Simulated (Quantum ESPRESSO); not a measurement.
P:

```
CELL_PARAMETERS angstrom
1.64774 -5.46504 0.00000
1.64774 5.46504 0.00000
0.00000 0.00000 4.54364
ATOMIC_POSITIONS crystal
P 0.90414 0.09586 0.58882
P 0.09586 0.90414 0.41118
P 0.59586 0.40414 0.08882
P 0.40414 0.59586 0.91118
```

Base run:

```yaml
Program: Quantum ESPRESSO 7.5
Functional: PBE
Potentials_or_basis: PseudoDojo 0.4.1 SR PBE standard
Cutoff: 599 eV
Density_cutoff: 2395 eV
k_mesh: 6 × 6 × 4
Occupations: fermi-dirac, width 0.05 eV
Spin: no spin polarisation
```

Its results: band gap on the k mesh 0.09 eV, direct; pressure 2.1 GPa; largest force 0.358 eV/Å.

**Question.** The run is repeated on the same cell with these changes: functional from PBE to PBEsol; potentials or basis from PseudoDojo 0.4.1 SR PBE standard to PseudoDojo 0.4.1 SR PBEsol standard. What comes out?

**Answer.** Band gap on the k mesh none (metal or under the smearing width); pressure -0.6 GPa; largest force 0.305 eV/Å.
